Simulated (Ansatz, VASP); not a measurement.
# Ru: VASP beside Ansatz

```
Ru
1.0
     2.51198    0.00000    0.00000
     0.00000    2.51198    0.00000
     0.00000    0.00000    2.51198
Ru
1
Cartesian
  0.0000 0.0000 0.0000
```

Alike in both runs: functional PBE; k mesh 16 × 16 × 16; occupations fermi-dirac, width 0.05 eV; no spin polarisation.

Ansatz relaxed the structure, and its values are those at the end. VASP's run is a single point on that final structure, the one shown.

```csv
,VASP,Ansatz
version,VASP 6.6.1,Ansatz 0.2.0
potentials or method,"VASP PAW PBE potentials, release 64 (Ru_pv), cutoff 520 eV","all-electron LAPW, scalar-relativistic"
```

```csv
,VASP,Ansatz,Ansatz less VASP
pressure (GPa),-0.2,-0.3,-0.12
```

Ansatz ran all-electron here, so the differences hold the error of VASP's frozen core and of both bases.
